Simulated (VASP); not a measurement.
# Na (I4/mmm) in VASP: a series of runs, part 3 of 6

VASP 6.6.1. The steps go on from the part before.

## (38) Equation of state, PBE, 36.49 Å³/atom

File INCAR:

```
  PREC = Accurate
  ENCUT = 460
  EDIFF = 1E-6
  ISMEAR = 1
  SIGMA = 0.2
  LREAL = False
  LASPH = True
  NELM = 100
  ALGO = Normal
  ISIF = 2
  LWAVE = False
  LCHARG = False
  GGA = PE
  ADDGRID = False
```

File KPOINTS:

```
regular mesh
0
Gamma
  5 5 5
```

File POSCAR:

```
Na
1.0
   -1.8692161286      1.8692161286      2.6106357002
    1.8692161286     -1.8692161286      2.6106357002
    1.8692161286      1.8692161286     -2.6106357002
Na
1
Direct
    0.0000000000      0.0000000000      0.0000000000
```

Started as:

```bash
$ cat potpaw_PBE.64/Na_pv/POTCAR > POTCAR
$ mpirun -np 1 vasp_std > vasp.out
```

It took 2.1 s on 1 thread of AMD EPYC 9R45 (Zen 5), shared host; peak memory 0.11 GiB.

The run converged, but some of its settings lie outside the range that counts as converged, so its numbers aren't taken as properties of the crystal.

Results:

```yaml
Free_energy: -1.3570 eV
Pressure: -0.1 GPa
Band_gap_on_the_k_mesh: none (metal or under the smearing width)
```

Caveat: the k mesh is coarse (spacing up to 0.48 Å⁻¹), so the values aren't converged.

## (39) Equation of state, PBE, 38.74 Å³/atom

INCAR is that of step 38.

KPOINTS is that of step 38.

File POSCAR:

```
Na
1.0
   -1.9069882473      1.9069882473      2.6633900286
    1.9069882473     -1.9069882473      2.6633900286
    1.9069882473      1.9069882473     -2.6633900286
Na
1
Direct
    0.0000000000      0.0000000000      0.0000000000
```

Potentials or basis: VASP PAW PBE potentials, release 64 (Na_pv).

Started as:

```bash
$ cat potpaw_PBE.64/Na_pv/POTCAR > POTCAR
$ mpirun -np 1 vasp_std > vasp.out
```

Run time: 2.1 s. Hardware: 1 thread of AMD EPYC 9R45 (Zen 5), shared host; peak memory 0.11 GiB.

The run converged, but some of its settings lie outside the range that counts as converged, so its numbers aren't taken as properties of the crystal.

Results:

| Item | Value |
| --- | --- |
| Free energy | -1.3539 eV |
| Pressure | -0.5 GPa |
| Band gap on the k mesh | none (metal or under the smearing width) |

Caveat: the k mesh is coarse (spacing up to 0.47 Å⁻¹), so the values aren't converged.

## (40) Equation of state, PBE, 36.49 Å³/atom

Changes to INCAR since step 39:

```diff
@@ -4,3 +4,3 @@
   ISMEAR = 1
-  SIGMA = 0.2
+  SIGMA = 0.05
   LREAL = False
```

KPOINTS is that of step 39.

File POSCAR:

```
Na
1.0
   -1.8692161286      1.8692161286      2.6106357002
    1.8692161286     -1.8692161286      2.6106357002
    1.8692161286      1.8692161286     -2.6106357002
Na
1
Direct
    0.0000000000      0.0000000000      0.0000000000
```

Started as:

```bash
$ cat potpaw_PBE.64/Na_pv/POTCAR > POTCAR
$ mpirun -np 1 vasp_std > vasp.out
```

Run time: 2.2 s. Hardware: 1 thread of AMD EPYC 9R45 (Zen 5), shared host; peak memory 0.11 GiB.

The run converged, but some of its settings lie outside the range that counts as converged, so its numbers aren't taken as properties of the crystal.

What came out:

- Free energy: -1.3558 eV
- Pressure: -0.1 GPa
- Band gap on the k mesh: none (metal or under the smearing width)

Caveat: the k mesh is coarse (spacing up to 0.48 Å⁻¹), so the values aren't converged.

## (41) Equation of state, PBE, 38.74 Å³/atom

INCAR is that of step 40.

KPOINTS is that of step 40.

File POSCAR:

```
Na
1.0
   -1.9069882473      1.9069882473      2.6633900286
    1.9069882473     -1.9069882473      2.6633900286
    1.9069882473      1.9069882473     -2.6633900286
Na
1
Direct
    0.0000000000      0.0000000000      0.0000000000
```

Started as:

```bash
$ cat potpaw_PBE.64/Na_pv/POTCAR > POTCAR
$ mpirun -np 1 vasp_std > vasp.out
```

Wall time 2.1 s (1 thread of AMD EPYC 9R45 (Zen 5), shared host); peak memory 0.11 GiB.

The run converged, but some of its settings lie outside the range that counts as converged, so its numbers aren't taken as properties of the crystal.

What came out:

| Item | Value |
| --- | --- |
| Free energy | -1.3526 eV |
| Pressure | -0.5 GPa |
| Band gap on the k mesh | none (metal or under the smearing width) |

Caveat: the k mesh is coarse (spacing up to 0.47 Å⁻¹), so the values aren't converged.

## (42) Equation of state, PBE, 36.49 Å³/atom

Changes to INCAR since step 41:

```diff
@@ -4,3 +4,3 @@
   ISMEAR = 1
-  SIGMA = 0.05
+  SIGMA = 0.02
   LREAL = False
```

KPOINTS is that of step 41.

File POSCAR:

```
Na
1.0
   -1.8692161286      1.8692161286      2.6106357002
    1.8692161286     -1.8692161286      2.6106357002
    1.8692161286      1.8692161286     -2.6106357002
Na
1
Direct
    0.0000000000      0.0000000000      0.0000000000
```

Potentials or basis: VASP PAW PBE potentials, release 64 (Na_pv).

Started as:

```bash
$ cat potpaw_PBE.64/Na_pv/POTCAR > POTCAR
$ mpirun -np 1 vasp_std > vasp.out
```

It took 2.1 s on 1 thread of AMD EPYC 9R45 (Zen 5), shared host; peak memory 0.11 GiB.

The run converged, but some of its settings lie outside the range that counts as converged, so its numbers aren't taken as properties of the crystal.

What came out:

- Free energy: -1.3557 eV
- Pressure: -0.1 GPa
- Band gap on the k mesh: none (metal or under the smearing width)

Caveat: the k mesh is coarse (spacing up to 0.48 Å⁻¹), so the values aren't converged.

## (43) Equation of state, PBE, 38.74 Å³/atom

INCAR is that of step 42.

KPOINTS is that of step 42.

File POSCAR:

```
Na
1.0
   -1.9069882473      1.9069882473      2.6633900286
    1.9069882473     -1.9069882473      2.6633900286
    1.9069882473      1.9069882473     -2.6633900286
Na
1
Direct
    0.0000000000      0.0000000000      0.0000000000
```

Started as:

```bash
$ cat potpaw_PBE.64/Na_pv/POTCAR > POTCAR
$ mpirun -np 1 vasp_std > vasp.out
```

Wall time 2.1 s (1 thread of AMD EPYC 9R45 (Zen 5), shared host); peak memory 0.11 GiB.

The run converged, but some of its settings lie outside the range that counts as converged, so its numbers aren't taken as properties of the crystal.

Results:

```
Free energy            : -1.3526 eV
Pressure               : -0.5 GPa
Band gap on the k mesh : none (metal or under the smearing width)
```

Caveat: the k mesh is coarse (spacing up to 0.47 Å⁻¹), so the values aren't converged.

## (44) Equation of state, PBE, 36.49 Å³/atom

Changes to INCAR since step 43:

```diff
@@ -1,2 +1,2 @@
-  PREC = Accurate
+  PREC = Low
   ENCUT = 460
@@ -4,3 +4,3 @@
   ISMEAR = 1
-  SIGMA = 0.02
+  SIGMA = 0.1
   LREAL = False
```

KPOINTS is that of step 43.

File POSCAR:

```
Na
1.0
   -1.8692161286      1.8692161286      2.6106357002
    1.8692161286     -1.8692161286      2.6106357002
    1.8692161286      1.8692161286     -2.6106357002
Na
1
Direct
    0.0000000000      0.0000000000      0.0000000000
```

Started as:

```bash
$ cat potpaw_PBE.64/Na_pv/POTCAR > POTCAR
$ mpirun -np 1 vasp_std > vasp.out
```

It took 1.2 s on 1 thread of AMD EPYC 9R45 (Zen 5), shared host; peak memory 0.07 GiB.

These settings aren't checked as converged: the numbers below hold their error.

What came out:

```yaml
Free_energy: -1.3617 eV
Pressure: -0.1 GPa
Band_gap_on_the_k_mesh: none (metal or under the smearing width)
```

Caveat: the k mesh is coarse (spacing up to 0.48 Å⁻¹), so the values aren't converged.

## (45) Equation of state, PBE, 38.74 Å³/atom

INCAR is that of step 44.

KPOINTS is that of step 44.

File POSCAR:

```
Na
1.0
   -1.9069882473      1.9069882473      2.6633900286
    1.9069882473     -1.9069882473      2.6633900286
    1.9069882473      1.9069882473     -2.6633900286
Na
1
Direct
    0.0000000000      0.0000000000      0.0000000000
```

Potentials or basis: VASP PAW PBE potentials, release 64 (Na_pv).

Started as:

```bash
$ cat potpaw_PBE.64/Na_pv/POTCAR > POTCAR
$ mpirun -np 1 vasp_std > vasp.out
```

It took 1.2 s on 1 thread of AMD EPYC 9R45 (Zen 5), shared host; peak memory 0.07 GiB.

These settings aren't checked as converged: the numbers below hold their error.

Results:

```yaml
Free_energy: -1.3582 eV
Pressure: -0.5 GPa
Band_gap_on_the_k_mesh: none (metal or under the smearing width)
```

Caveat: the k mesh is coarse (spacing up to 0.47 Å⁻¹), so the values aren't converged.

## (46) Equation of state, PBE, 36.49 Å³/atom

Changes to INCAR since step 45:

```diff
@@ -1,2 +1,2 @@
-  PREC = Low
+  PREC = Normal
   ENCUT = 460
```

KPOINTS is that of step 45.

File POSCAR:

```
Na
1.0
   -1.8692161286      1.8692161286      2.6106357002
    1.8692161286     -1.8692161286      2.6106357002
    1.8692161286      1.8692161286     -2.6106357002
Na
1
Direct
    0.0000000000      0.0000000000      0.0000000000
```

Started as:

```bash
$ cat potpaw_PBE.64/Na_pv/POTCAR > POTCAR
$ mpirun -np 1 vasp_std > vasp.out
```

Run time: 1.2 s. Hardware: 1 thread of AMD EPYC 9R45 (Zen 5), shared host; peak memory 0.08 GiB.

These settings aren't checked as converged: the numbers below hold their error.

What came out:

```yaml
Free_energy: -1.3562 eV
Pressure: -0.1 GPa
Band_gap_on_the_k_mesh: none (metal or under the smearing width)
```

Caveat: the k mesh is coarse (spacing up to 0.48 Å⁻¹), so the values aren't converged.

## (47) Equation of state, PBE, 38.74 Å³/atom

INCAR is that of step 46.

KPOINTS is that of step 46.

File POSCAR:

```
Na
1.0
   -1.9069882473      1.9069882473      2.6633900286
    1.9069882473     -1.9069882473      2.6633900286
    1.9069882473      1.9069882473     -2.6633900286
Na
1
Direct
    0.0000000000      0.0000000000      0.0000000000
```

Started as:

```bash
$ cat potpaw_PBE.64/Na_pv/POTCAR > POTCAR
$ mpirun -np 1 vasp_std > vasp.out
```

Wall time 1.2 s (1 thread of AMD EPYC 9R45 (Zen 5), shared host); peak memory 0.08 GiB.

The run converged, but some of its settings lie outside the range that counts as converged, so its numbers aren't taken as properties of the crystal.

What came out:

| Property | Result |
| --- | --- |
| Free energy | -1.3529 eV |
| Pressure | -0.5 GPa |
| Band gap on the k mesh | none (metal or under the smearing width) |

Caveat: the k mesh is coarse (spacing up to 0.47 Å⁻¹), so the values aren't converged.

## (48) Equation of state, PBE, 36.49 Å³/atom

Changes to INCAR since step 47:

```diff
@@ -1,2 +1,2 @@
-  PREC = Normal
+  PREC = Accurate
   ENCUT = 460
@@ -5,3 +5,3 @@
   SIGMA = 0.1
-  LREAL = False
+  LREAL = Auto
   LASPH = True
```

KPOINTS is that of step 47.

File POSCAR:

```
Na
1.0
   -1.8692161286      1.8692161286      2.6106357002
    1.8692161286     -1.8692161286      2.6106357002
    1.8692161286      1.8692161286     -2.6106357002
Na
1
Direct
    0.0000000000      0.0000000000      0.0000000000
```

Potentials or basis: VASP PAW PBE potentials, release 64 (Na_pv).

Started as:

```bash
$ cat potpaw_PBE.64/Na_pv/POTCAR > POTCAR
$ mpirun -np 1 vasp_std > vasp.out
```

Wall time 2.9 s (1 thread of AMD EPYC 9R45 (Zen 5), shared host); peak memory 0.11 GiB.

The run converged, but some of its settings lie outside the range that counts as converged, so its numbers aren't taken as properties of the crystal.

Results:

| Quantity | Value |
| --- | --- |
| Free energy | -1.3560 eV |
| Pressure | -0.1 GPa |
| Band gap on the k mesh | none (metal or under the smearing width) |

Caveat: the k mesh is coarse (spacing up to 0.48 Å⁻¹), so the values aren't converged.

## (49) Equation of state, PBE, 38.74 Å³/atom

INCAR is that of step 48.

KPOINTS is that of step 48.

File POSCAR:

```
Na
1.0
   -1.9069882473      1.9069882473      2.6633900286
    1.9069882473     -1.9069882473      2.6633900286
    1.9069882473      1.9069882473     -2.6633900286
Na
1
Direct
    0.0000000000      0.0000000000      0.0000000000
```

Started as:

```bash
$ cat potpaw_PBE.64/Na_pv/POTCAR > POTCAR
$ mpirun -np 1 vasp_std > vasp.out
```

Wall time 2.9 s (1 thread of AMD EPYC 9R45 (Zen 5), shared host); peak memory 0.11 GiB.

The run converged, but some of its settings lie outside the range that counts as converged, so its numbers aren't taken as properties of the crystal.

Results:

* Free energy: -1.3529 eV
* Pressure: -0.5 GPa
* Band gap on the k mesh: none (metal or under the smearing width)

Caveat: the k mesh is coarse (spacing up to 0.47 Å⁻¹), so the values aren't converged.

## (50) Equation of state, PBE, 36.49 Å³/atom

Changes to INCAR since step 49:

```diff
@@ -2,6 +2,6 @@
   ENCUT = 460
-  EDIFF = 1E-6
+  EDIFF = 0.01
   ISMEAR = 1
   SIGMA = 0.1
-  LREAL = Auto
+  LREAL = False
   LASPH = True
```

KPOINTS is that of step 49.

File POSCAR:

```
Na
1.0
   -1.8692161286      1.8692161286      2.6106357002
    1.8692161286     -1.8692161286      2.6106357002
    1.8692161286      1.8692161286     -2.6106357002
Na
1
Direct
    0.0000000000      0.0000000000      0.0000000000
```

Started as:

```bash
$ cat potpaw_PBE.64/Na_pv/POTCAR > POTCAR
$ mpirun -np 1 vasp_std > vasp.out
```

It took 1.5 s on 1 thread of AMD EPYC 9R45 (Zen 5), shared host; peak memory 0.11 GiB.

These settings aren't checked as converged: the numbers below hold their error.

Results:

```
Free energy            : -1.3563 eV
Pressure               : -0.1 GPa
Band gap on the k mesh : none (metal or under the smearing width)
```

Caveat: the k mesh is coarse (spacing up to 0.48 Å⁻¹), so the values aren't converged.

## (51) Equation of state, PBE, 38.74 Å³/atom

INCAR is that of step 50.

KPOINTS is that of step 50.

File POSCAR:

```
Na
1.0
   -1.9069882473      1.9069882473      2.6633900286
    1.9069882473     -1.9069882473      2.6633900286
    1.9069882473      1.9069882473     -2.6633900286
Na
1
Direct
    0.0000000000      0.0000000000      0.0000000000
```

Potentials or basis: VASP PAW PBE potentials, release 64 (Na_pv).

Started as:

```bash
$ cat potpaw_PBE.64/Na_pv/POTCAR > POTCAR
$ mpirun -np 1 vasp_std > vasp.out
```

Run time: 1.5 s. Hardware: 1 thread of AMD EPYC 9R45 (Zen 5), shared host; peak memory 0.11 GiB.

These settings aren't checked as converged: the numbers below hold their error.

What came out:

```
Free energy            : -1.3531 eV
Pressure               : -0.6 GPa
Band gap on the k mesh : none (metal or under the smearing width)
```

Caveat: the k mesh is coarse (spacing up to 0.47 Å⁻¹), so the values aren't converged.

## (52) Equation of state, PBE, 36.49 Å³/atom

Changes to INCAR since step 51:

```diff
@@ -2,3 +2,3 @@
   ENCUT = 460
-  EDIFF = 0.01
+  EDIFF = 0.001
   ISMEAR = 1
```

KPOINTS is that of step 51.

File POSCAR:

```
Na
1.0
   -1.8692161286      1.8692161286      2.6106357002
    1.8692161286     -1.8692161286      2.6106357002
    1.8692161286      1.8692161286     -2.6106357002
Na
1
Direct
    0.0000000000      0.0000000000      0.0000000000
```

Started as:

```bash
$ cat potpaw_PBE.64/Na_pv/POTCAR > POTCAR
$ mpirun -np 1 vasp_std > vasp.out
```

It took 1.5 s on 1 thread of AMD EPYC 9R45 (Zen 5), shared host; peak memory 0.11 GiB.

These settings aren't checked as converged: the numbers below hold their error.

Results:

| Item | Value |
| --- | --- |
| Free energy | -1.3563 eV |
| Pressure | -0.1 GPa |
| Band gap on the k mesh | none (metal or under the smearing width) |

Caveat: the k mesh is coarse (spacing up to 0.48 Å⁻¹), so the values aren't converged.

## (53) Equation of state, PBE, 38.74 Å³/atom

INCAR is that of step 52.

KPOINTS is that of step 52.

File POSCAR:

```
Na
1.0
   -1.9069882473      1.9069882473      2.6633900286
    1.9069882473     -1.9069882473      2.6633900286
    1.9069882473      1.9069882473     -2.6633900286
Na
1
Direct
    0.0000000000      0.0000000000      0.0000000000
```

Started as:

```bash
$ cat potpaw_PBE.64/Na_pv/POTCAR > POTCAR
$ mpirun -np 1 vasp_std > vasp.out
```

Wall time 1.5 s (1 thread of AMD EPYC 9R45 (Zen 5), shared host); peak memory 0.11 GiB.

The run converged, but some of its settings lie outside the range that counts as converged, so its numbers aren't taken as properties of the crystal.

Results:

```
Free energy            : -1.3531 eV
Pressure               : -0.7 GPa
Band gap on the k mesh : none (metal or under the smearing width)
```

Caveat: the k mesh is coarse (spacing up to 0.47 Å⁻¹), so the values aren't converged.

## (54) Equation of state, PBE, 36.49 Å³/atom

Changes to INCAR since step 53:

```diff
@@ -2,3 +2,3 @@
   ENCUT = 460
-  EDIFF = 0.001
+  EDIFF = 1E-4
   ISMEAR = 1
```

KPOINTS is that of step 53.

File POSCAR:

```
Na
1.0
   -1.8692161286      1.8692161286      2.6106357002
    1.8692161286     -1.8692161286      2.6106357002
    1.8692161286      1.8692161286     -2.6106357002
Na
1
Direct
    0.0000000000      0.0000000000      0.0000000000
```

Potentials or basis: VASP PAW PBE potentials, release 64 (Na_pv).

Started as:

```bash
$ cat potpaw_PBE.64/Na_pv/POTCAR > POTCAR
$ mpirun -np 1 vasp_std > vasp.out
```

Run time: 1.9 s. Hardware: 1 thread of AMD EPYC 9R45 (Zen 5), shared host; peak memory 0.11 GiB.

The run converged, but some of its settings lie outside the range that counts as converged, so its numbers aren't taken as properties of the crystal.

Results:

| Quantity | Value |
| --- | --- |
| Free energy | -1.3560 eV |
| Pressure | -0.1 GPa |
| Band gap on the k mesh | none (metal or under the smearing width) |

Caveat: the k mesh is coarse (spacing up to 0.48 Å⁻¹), so the values aren't converged.

## (55) Equation of state, PBE, 38.74 Å³/atom

INCAR is that of step 54.

KPOINTS is that of step 54.

File POSCAR:

```
Na
1.0
   -1.9069882473      1.9069882473      2.6633900286
    1.9069882473     -1.9069882473      2.6633900286
    1.9069882473      1.9069882473     -2.6633900286
Na
1
Direct
    0.0000000000      0.0000000000      0.0000000000
```

Started as:

```bash
$ cat potpaw_PBE.64/Na_pv/POTCAR > POTCAR
$ mpirun -np 1 vasp_std > vasp.out
```

Run time: 1.9 s. Hardware: 1 thread of AMD EPYC 9R45 (Zen 5), shared host; peak memory 0.11 GiB.

The run converged, but some of its settings lie outside the range that counts as converged, so its numbers aren't taken as properties of the crystal.

What came out:

```yaml
Free_energy: -1.3529 eV
Pressure: -0.5 GPa
Band_gap_on_the_k_mesh: none (metal or under the smearing width)
```

Caveat: the k mesh is coarse (spacing up to 0.47 Å⁻¹), so the values aren't converged.

## (56) Equation of state, PBE, 36.49 Å³/atom

Changes to INCAR since step 55:

```diff
@@ -2,3 +2,3 @@
   ENCUT = 460
-  EDIFF = 1E-4
+  EDIFF = 1E-5
   ISMEAR = 1
```

KPOINTS is that of step 55.

File POSCAR:

```
Na
1.0
   -1.8692161286      1.8692161286      2.6106357002
    1.8692161286     -1.8692161286      2.6106357002
    1.8692161286      1.8692161286     -2.6106357002
Na
1
Direct
    0.0000000000      0.0000000000      0.0000000000
```

Started as:

```bash
$ cat potpaw_PBE.64/Na_pv/POTCAR > POTCAR
$ mpirun -np 1 vasp_std > vasp.out
```

It took 1.9 s on 1 thread of AMD EPYC 9R45 (Zen 5), shared host; peak memory 0.11 GiB.

The run converged, but some of its settings lie outside the range that counts as converged, so its numbers aren't taken as properties of the crystal.

Results:

| Quantity | Value |
| --- | --- |
| Free energy | -1.3560 eV |
| Pressure | -0.1 GPa |
| Band gap on the k mesh | none (metal or under the smearing width) |

Caveat: the k mesh is coarse (spacing up to 0.48 Å⁻¹), so the values aren't converged.

## (57) Equation of state, PBE, 38.74 Å³/atom

INCAR is that of step 56.

KPOINTS is that of step 56.

File POSCAR:

```
Na
1.0
   -1.9069882473      1.9069882473      2.6633900286
    1.9069882473     -1.9069882473      2.6633900286
    1.9069882473      1.9069882473     -2.6633900286
Na
1
Direct
    0.0000000000      0.0000000000      0.0000000000
```

Potentials or basis: VASP PAW PBE potentials, release 64 (Na_pv).

Started as:

```bash
$ cat potpaw_PBE.64/Na_pv/POTCAR > POTCAR
$ mpirun -np 1 vasp_std > vasp.out
```

Wall time 1.9 s (1 thread of AMD EPYC 9R45 (Zen 5), shared host); peak memory 0.11 GiB.

The run converged, but some of its settings lie outside the range that counts as converged, so its numbers aren't taken as properties of the crystal.

Results:

```
Free energy            : -1.3529 eV
Pressure               : -0.5 GPa
Band gap on the k mesh : none (metal or under the smearing width)
```

Caveat: the k mesh is coarse (spacing up to 0.47 Å⁻¹), so the values aren't converged.

## (58) Equation of state, PBE, 36.49 Å³/atom

Changes to INCAR since step 57:

```diff
@@ -2,3 +2,3 @@
   ENCUT = 460
-  EDIFF = 1E-5
+  EDIFF = 1E-6
   ISMEAR = 1
@@ -13,2 +13,2 @@
   GGA = PE
-  ADDGRID = False
+  ADDGRID = True
```

KPOINTS is that of step 57.

File POSCAR:

```
Na
1.0
   -1.8692161286      1.8692161286      2.6106357002
    1.8692161286     -1.8692161286      2.6106357002
    1.8692161286      1.8692161286     -2.6106357002
Na
1
Direct
    0.0000000000      0.0000000000      0.0000000000
```

Started as:

```bash
$ cat potpaw_PBE.64/Na_pv/POTCAR > POTCAR
$ mpirun -np 1 vasp_std > vasp.out
```

Wall time 2.8 s (1 thread of AMD EPYC 9R45 (Zen 5), shared host); peak memory 0.15 GiB.

These settings aren't checked as converged: the numbers below hold their error.

What came out:

| Item | Value |
| --- | --- |
| Free energy | -1.3559 eV |
| Pressure | -0.1 GPa |
| Band gap on the k mesh | none (metal or under the smearing width) |

Caveat: the k mesh is coarse (spacing up to 0.48 Å⁻¹), so the values aren't converged.

## (59) Equation of state, PBE, 38.74 Å³/atom

INCAR is that of step 58.

KPOINTS is that of step 58.

File POSCAR:

```
Na
1.0
   -1.9069882473      1.9069882473      2.6633900286
    1.9069882473     -1.9069882473      2.6633900286
    1.9069882473      1.9069882473     -2.6633900286
Na
1
Direct
    0.0000000000      0.0000000000      0.0000000000
```

Started as:

```bash
$ cat potpaw_PBE.64/Na_pv/POTCAR > POTCAR
$ mpirun -np 1 vasp_std > vasp.out
```

Run time: 2.8 s. Hardware: 1 thread of AMD EPYC 9R45 (Zen 5), shared host; peak memory 0.15 GiB.

These settings aren't checked as converged: the numbers below hold their error.

What came out:

| Item | Value |
| --- | --- |
| Free energy | -1.3529 eV |
| Pressure | -0.5 GPa |
| Band gap on the k mesh | none (metal or under the smearing width) |

Caveat: the k mesh is coarse (spacing up to 0.47 Å⁻¹), so the values aren't converged.

(Part 3 of 6 ends here.)
